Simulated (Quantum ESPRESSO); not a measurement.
GaAs:

```
As Ga
1.0
     0.00000    2.82685    2.82685
     2.82685    0.00000    2.82685
     2.82685    2.82685    0.00000
As Ga
1 1
Direct
  0.75000 0.75000 0.75000
  0.00000 0.00000 0.00000
```

* Program: Quantum ESPRESSO 7.5
* Task: phonons
* Functional: RPBE
* Potentials or basis: PseudoDojo 0.4.1 SR PBE standard
* Cutoff: 1143 eV
* Density cutoff: 4572 eV
* k mesh: 6 × 6 × 6, shifted
* Occupations: fermi-dirac, width 0.05 eV
* Spin: no spin polarisation
* Mixing beta: 0.5
* Most SCF iterations: 120
* SCF threshold: 4e-10 Ry

The first run showed a gap, so the response started from a second, tighter run with fixed occupations.

**Question.** Where do the zone-centre optical modes lie?

**Answer.** T2 at 272 cm⁻¹ (IR and Raman). Polar modes are given without the macroscopic field (transverse values).

Optical modes at Γ, degenerate ones joined, polar ones without the macroscopic field:
```
cm⁻¹  components  symmetry     active in  IR intensity, summed ((D/Å)²/amu)
 272           3        T2  IR and Raman                               8.54
```

Caveat: the cell is more than 3 GPa from zero pressure, which shifts response properties; the shifted mesh misses Γ, where the gap is smaller or closed, so treating the crystal as an insulator may be wrong and the dielectric response too small.
